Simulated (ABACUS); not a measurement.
# GaAs (F-43m) in ABACUS: reference runs

How does GaAs come out in PBE? The cell is run as given and disturbed.

Everything below comes from runs of ABACUS 3.10.1. Logs are shortened: lines on timing, memory, paths and dates and some standing lists are left out, and cuts for length are marked.

**The experiment to reproduce.**

“Evidence of valence band perturbations in GaAsN/GaAs(001): A combined variable-angle spectroscopic ellipsometry and modulated photoreflectance investigation”, 2008, arxiv:0805.2212 reports, for a bulk crystal of GaAs at 300 K: band gap 1.418 ± 0.005 eV (direct).

The results are compared with them further down.

## 1. The crystal as given

Symmetry: F-43m, No. 216, cubic system. Conventional cell: a = 5.654 Å, b = 5.654 Å, c = 5.654 Å, α = 90.00°, β = 90.00°, γ = 90.00°. Around As (site symmetry -43m) lie 4 Ga at 2.45 Å. Ga (site symmetry -43m) has 4 As at 2.45 Å as nearest neighbours.

## 2. Single point, PBE

Input file INPUT:

```
INPUT_PARAMETERS
suffix              GaAs
calculation         scf
basis_type          pw
pseudo_dir          ./
symmetry            1
dft_functional      pbe
ecutwfc             84
pseudo_rcut         10
nspin               1
nbands              18
ks_solver           dav
smearing_method     fd
smearing_sigma      0.00367493
scf_thr             1e-08
scf_nmax            100
mixing_type         broyden
mixing_beta         0.7
cal_force           1
cal_stress          1
out_chg             1
out_pot             2
out_elf             1
```

Input file STRU:

```
ATOMIC_SPECIES
As 74.9216 As.upf
Ga 69.7230 Ga.upf

LATTICE_CONSTANT
1.8897261246

LATTICE_VECTORS
0.0000000000 2.8268500000 2.8268500000
2.8268500000 0.0000000000 2.8268500000
2.8268500000 2.8268500000 0.0000000000

ATOMIC_POSITIONS
Direct

As
0.0
1
0.7500000000 0.7500000000 0.7500000000 1 1 1

Ga
0.0
1
0.0000000000 0.0000000000 0.0000000000 1 1 1
```

Input file KPT:

```
K_POINTS
0
Gamma
8 8 8 0 0 0
```

Potentials or basis: PseudoDojo NC SR 0.4.1 PBE standard, plane waves.

On the command line:

```
> OMP_NUM_THREADS=1 mpirun -np 4 abacus > log
```

running log:

```text
ABACUS v3.10.1

               Atomic-orbital Based Ab-initio Computation at UStc

 ------------------------------------------------------------------------------------

 READING GENERAL INFORMATION
                           global_out_dir = OUT.GaAs/
                           global_in_card = INPUT
                               pseudo_dir = ./
                              orbital_dir =
                                    DSIZE = 4
                                    GSIZE = 1

 READING UNITCELL INFORMATION
                                    ntype = 2
                  lattice constant (Bohr) = 1.88973
              lattice constant (Angstrom) = 1

 READING ATOM TYPE 1
                               atom label = As
                      L=0, number of zeta = 1
                      L=1, number of zeta = 1
                      L=2, number of zeta = 1
             number of atom for this type = 1

 READING ATOM TYPE 2
                               atom label = Ga
                      L=0, number of zeta = 1
                      L=1, number of zeta = 1
                      L=2, number of zeta = 1
             number of atom for this type = 1

                        TOTAL ATOM NUMBER = 2
DIRECT COORDINATES
    atom                   x                   y                   z     mag                  vx                  vy                  vz
taud_As1            0.7500000000        0.7500000000        0.7500000000  0.0000        0.0000000000        0.0000000000        0.0000000000
taud_Ga1            0.0000000000        0.0000000000        0.0000000000  0.0000        0.0000000000        0.0000000000        0.0000000000

                          Volume (Bohr^3) = 304.884
                             Volume (A^3) = 45.1791

 Lattice vectors: (Cartesian coordinate: in unit of a_0)
                   +0            +2.82685            +2.82685
             +2.82685                  +0            +2.82685
             +2.82685            +2.82685                  +0
 Reciprocal vectors: (Cartesian coordinate: in unit of 2 pi/a_0)
            -0.176875           +0.176875           +0.176875
            +0.176875           -0.176875           +0.176875
            +0.176875           +0.176875           -0.176875
 The esolver type has been set to : ksdft_pw

                PAO radial cut off (Bohr) = 10

 Read in pseudopotential file is As.upf
                     pseudopotential type = NC
          exchange-correlation functional = PBE
                 nonlocal core correction = 1
                        valence electrons = 15
                                     lmax = 2
                           number of zeta = 3
                     number of projectors = 6
                           L of projector = 0
[... 5 lines left out ...]
                PAO radial cut off (Bohr) = 10

 Read in pseudopotential file is Ga.upf
                     pseudopotential type = NC
          exchange-correlation functional = PBE
                 nonlocal core correction = 1
                        valence electrons = 13
                                     lmax = 2
                           number of zeta = 3
                     number of projectors = 6
                           L of projector = 0
                           L of projector = 0
                           L of projector = 1
                           L of projector = 1
                           L of projector = 2
                           L of projector = 2
     initial pseudo atomic orbital number = 18

 SETUP THE ELECTRONS NUMBER
            electron number of element As = 15
      total electron number of element As = 15
            electron number of element Ga = 13
      total electron number of element Ga = 13
            AUTOSET number of electrons:  = 28
                           occupied bands = 14
                                   NBANDS = 18
                                   NLOCAL = 18

%%%%%%%%%%%%%%%%%%%%%%%%%%%%%%%%%%%%%%%%%%%%%%%%%%%%%%%%%%%%%%%%%%%%%%%%%%%%%%%%%%%%%%%%%%%%%%%%%%%%%%%%%%
 Warning: the number of valence electrons in pseudopotential > 5 for As: [Ar] 3d10 4s2 4p3
 Warning: the number of valence electrons in pseudopotential > 3 for Ga: [Ar] 3d10 4s2 4p1
 Pseudopotentials with additional electrons can yield (more) accurate outcomes, but may be less efficient.
 If you're confident that your chosen pseudopotential is appropriate, you can safely ignore this warning.
%%%%%%%%%%%%%%%%%%%%%%%%%%%%%%%%%%%%%%%%%%%%%%%%%%%%%%%%%%%%%%%%%%%%%%%%%%%%%%%%%%%%%%%%%%%%%%%%%%%%%%%%%%

 SETUP THE PLANE WAVE BASIS
 energy cutoff for charge/potential (unit:Ry) = 336
            fft grid for charge/potential = [ 45, 45, 45 ]
                        fft grid division = [ 1, 1, 1 ]
        big fft grid for charge/potential = [ 45, 45, 45 ]
                                     nbxx = 24300
                                     nrxx = 24300

 SETUP PLANE WAVES FOR CHARGE/POTENTIAL
                    number of plane waves = 31775
                         number of sticks = 1333

 PARALLEL PW FOR CHARGE/POTENTIAL
     PROC   COLUMNS(POT)             PW
        1            334           7944
        2            333           7944
        3            333           7944
[... 67 lines left out ...]
                                    ibrav = 2
                       right hand lattice = 1
(for k-lattice: )
                             BRAVAIS TYPE = 2
                     BRAVAIS LATTICE NAME = 02. Cubic I (body-centered)
                                    ibrav = 2
                       right hand lattice = 1
                        ROTATION MATRICES = 48
                               nkstot_ibz = 29
K-POINTS REDUCTION ACCORDING TO SYMMETRY
     IBZ    DIRECT_X    DIRECT_Y    DIRECT_Z  WEIGHT  ibz2bz
       1  0.00000000  0.00000000  0.00000000  0.0020       0
       2  0.12500000  0.12500000  0.12500000  0.0156       1
       3  0.25000000  0.25000000  0.25000000  0.0156       2
       4  0.37500000  0.37500000  0.37500000  0.0156       3
       5  0.50000000  0.50000000  0.50000000  0.0078       4
       6  0.12500000  0.12500000  0.00000000  0.0117       9
[... 21 lines left out ...]
      28 -0.12500000  0.50000000  0.37500000  0.0234     101
      29  0.50000000  0.25000000 -0.25000000  0.0117     166

                               nkstot now = 29
[... K-POINTS DIRECT COORDINATES: 29 rows ...]

           k-point number in this process = 29
       minimum distributed K point number = 29
[... stars of the k points ...]

[... K-POINTS CARTESIAN COORDINATES: 29 rows ...]

[... K-POINTS DIRECT COORDINATES: 29 rows ...]

 SETUP PLANE WAVES FOR WAVE FUNCTIONS
     energy cutoff for wavefunc (unit:Ry) = 84
              fft grid for wave functions = [ 45, 45, 45 ]
                    number of plane waves = 5029
                         number of sticks = 379

 PARALLEL PW FOR WAVE FUNCTIONS
     PROC   COLUMNS(POT)             PW
        1             94           1255
        2             95           1258
        3             95           1258
        4             95           1258
 --------------- sum -------------------
        4            379           5029

 SETUP NONLOCAL PSEUDOPOTENTIALS IN PLANE WAVE BASIS
 As non-local projectors:
 projector 1 L=0
 projector 2 L=0
 projector 3 L=1
 projector 4 L=1
 projector 5 L=2
 projector 6 L=2
 Ga non-local projectors:
 projector 1 L=0
 projector 2 L=0
 projector 3 L=1
 projector 4 L=1
 projector 5 L=2
 projector 6 L=2
      TOTAL NUMBER OF NONLOCAL PROJECTORS = 36

 Init Non-Local PseudoPotential table :
 Init Non-Local-Pseudopotential done.

                                     npwx = 1030

 Make real space PAO into reciprocal space.
       max mesh points in Pseudopotential = 1001
     dq(describe PAO in reciprocal space) = 0.01
                                    max q = 1104

 number of pseudo atomic orbitals for As is 3
WARNING: norm of atomic wavefunction # 3 of atomic type As is 0.99996, renormalized

 number of pseudo atomic orbitals for Ga is 3
WARNING: norm of atomic wavefunction # 2 of atomic type Ga is 0.999997, renormalized
WARNING: norm of atomic wavefunction # 3 of atomic type Ga is 0.998668, renormalized

 -------------------------------------------
 SELF-CONSISTENT
 -------------------------------------------
                                 init_chg = atomic

 PW ALGORITHM --------------- ION=   1  ELEC=   1--------------------------------
 Notice: Threshold on eigenvalues was too large.
 hsover_error=0.28 > DRHO=0.0488313
 Origin diag ethr = 0.01
 New diag ethr = 0.000174398

 Density error is 0.0487095146842
                          Error Threshold = 0.000174397595551
----------------------------------------------------------
     Energy           Rydberg                 eV
----------------------------------------------------------
 E_KohnSham     -365.1210409695      -4967.7266168768
 E_Harris       -364.6355339734      -4961.1209553114
 E_Fermi        0.6410644736         8.7221296266
----------------------------------------------------------
[... 63 lines left out ...]
 Density error is 7.86955655711e-09
                          Error Threshold = 3.09200047965e-10
----------------------------------------------------------
     Energy           Rydberg                 eV
----------------------------------------------------------
 E_KohnSham     -365.1289644569      -4967.8344214529
 E_KS(sigma->0) -365.1289635310      -4967.8344088563
 E_Harris       -365.1288568745      -4967.8329577202
 E_band         -21.7400430479       -295.7884602168
 E_one_elec     -192.0558344680      -2613.0536829099
 E_Hartree      114.7212810463       1560.8631040890
 E_xc           -89.4415754027       -1216.9150635739
 E_Ewald        -198.3528337807      -2698.7287538649
 E_entropy(-TS) -0.0000018517        -0.0000251932
 E_descf        0.0000000000         0.0000000000
 E_exx          0.0000000000         0.0000000000
 E_Fermi        0.6679022166         9.0872758531
----------------------------------------------------------

 charge density convergence is achieved
 final etot is -4967.8344215 eV
 EFERMI = 9.0872758531 eV
The vacuum level is 10.999454328 eV

 STATE ENERGY(eV) AND OCCUPATIONS    NSPIN == 1
 1/29 kpoint (Cartesian) = 0.0000 0.0000 0.0000 (959 pws)
       1       -26.4129     0.00390625
       2       -26.4129     0.00390625
       3       -26.4129     0.00390625
       4       -26.4033     0.00390625
       5       -26.4033     0.00390625
       6       -6.01311     0.00390625
[... 98 lines left out ...]
       5       -26.4032      0.0234375
       6       -6.03426      0.0234375
[... 10 lines left out ...]
      17        13.5034    1.02689e-40
      18        13.5034    1.02689e-40

[... levels at 23 further k points ...]

------------------------------------------------------------------------------------------
 TOTAL-FORCE (eV/Angstrom)
------------------------------------------------------------------------------------------
                       As1         0.0000000000         0.0000000000         0.0000000000
                       Ga1         0.0000000000         0.0000000000         0.0000000000
------------------------------------------------------------------------------------------

----------------------------------------------------------------
 TOTAL-STRESS (KBAR)
----------------------------------------------------------------
        33.6054047500        -0.0000000000        -0.0000000000
        -0.0000000000        33.6054047500         0.0000000000
        -0.0000000000         0.0000000000        33.6054047500
----------------------------------------------------------------
 TOTAL-PRESSURE: 33.605405 KBAR

 --------------------------------------------
 !FINAL_ETOT_IS -4967.8344214529470264 eV
 --------------------------------------------
```

It took 14 s on 4 MPI ranks of Intel Xeon Platinum 8259CL at 2.50GHz (Skylake/Cascade Lake), shared host; peak memory 0.28 GiB.

What came out:

```yaml
Free_energy: -4967.8344 eV
Pressure: 3.4 GPa
Band_gap_on_the_k_mesh: 0.52 eV, direct
```

## 3. Single point, PBE (atoms moved at random, drawn with an rms of 0.05 Å)

INPUT is that of step 2.

Edit STRU of step 2 so:

```diff
@@ -18,3 +18,3 @@
 1
-0.7500000000 0.7500000000 0.7500000000 1 1 1
+0.7579050000 0.7397830000 0.7594210000 1 1 1
 
@@ -23,2 +23,2 @@
 1
-0.0000000000 0.0000000000 0.0000000000 1 1 1
+0.0096460000 0.0093300000 -0.0205510000 1 1 1
```

KPT is that of step 2.

Potentials or basis: PseudoDojo NC SR 0.4.1 PBE standard, plane waves.

On the command line:

```
> OMP_NUM_THREADS=1 mpirun -np 4 abacus > log
```

It took 1.9 min on 4 MPI ranks of Intel Xeon Platinum 8259CL at 2.50GHz (Skylake/Cascade Lake), shared host; peak memory 0.6 GiB.

Results (log left out):

| Item | Value |
| --- | --- |
| Free energy | -4967.7863 eV |
| Pressure | 3.7 GPa |
| Largest force | 0.893 eV/Å |
| Band gap on the k mesh | 0.20 eV, direct |

Forces on the atoms (eV/Å):
```
As  -0.154 -0.714  0.514
Ga   0.154  0.714 -0.514
```

Stress tensor (GPa, compression positive):
```
 3.77 -1.54  2.14
-1.54  3.55  0.48
 2.14  0.48  3.66
```

Levels at points of the mesh, in eV from the valence-band top:
```tsv
k point	band 11	band 12	band 13	band 14	band 15	band 16
(0.00, 0.00, 0.00)	-13.05	-0.59	-0.40	0.00	0.20	3.24
(0.50, 0.00, 0.00)	-11.29	-6.97	-1.72	-1.18	0.69	3.95
(0.00, 0.50, 0.00)	-11.22	-7.19	-1.64	-1.22	0.83	4.11
(0.50, 0.50, 0.00)	-10.56	-7.13	-3.07	-2.90	1.06	1.41
(0.00, 0.00, 0.50)	-11.40	-6.59	-1.60	-1.41	0.46	4.07
(0.50, 0.00, 0.50)	-10.57	-7.12	-3.10	-2.88	1.01	1.46
(0.00, 0.50, 0.50)	-10.56	-7.15	-3.03	-2.92	1.12	1.35
(0.50, 0.50, 0.50)	-11.27	-7.06	-1.70	-1.18	0.74	3.99
```

## 4. Against experiment

Step 2. Against the measured gap of GaAs, 1.418 eV (direct; 300 K; “Evidence of valence band perturbations in GaAsN/GaAs(001): A combined variable-angle spectroscopic ellipsometry and modulated photoreflectance investigation”, 2008, arxiv:0805.2212), the calculated 0.52 eV is off by -0.90 eV. 3 values of this kind are on record (1.412 to 1.51 eV); this one was drawn at random among those near their median, those with a stated uncertainty first. Spin-orbit coupling on As, Ga is left out. The value is that of PBE on a finite k mesh, which can miss the band edges, without temperature or zero-point motion. Semilocal functionals fall short of measured gaps as a rule.
